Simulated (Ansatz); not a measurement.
# Notes on Hf

```
Hf
1.0
     0.00000    2.39288    2.39288
     2.39288    0.00000    2.39288
     2.39288    2.39288    0.00000
Hf
1
Direct
  0.00000 0.00000 0.00000
```

The numbers come from plane-wave PAW DFT (Ansatz): r2SCAN, no spin polarisation, 500 eV, 12×12×12 Γ-centred k points, methfessel-paxton occupations (width 0.2802 eV). Nothing was relaxed.

**Question.** Is the cell too large or too small?

**Answer.** The pressure is -15.2 GPa (compression positive), so with the atoms held at these fractions the cell would first shrink.

**Question.** Describe some of the short contacts.

**Answer.** Hf–Hf at 3.38 Å: least valence density 0.15 e/Å³ and ELF 0.33 there. These are pseudo-fields; inside the PAW spheres they differ from the all-electron ones.

**Question.** Metal or insulator?

**Answer.** It is a metal, with about 1.5 states/eV a cell as the mean within 0.25 eV of the Fermi level, mostly Hf d (88 %).

Origin: a known structure type with other elements, at an estimated volume, so it need not be a known compound. Caveats: many states at the Fermi level without spin polarisation, so a magnetic state may lie lower; wide smearing; atoms or cell far from equilibrium.
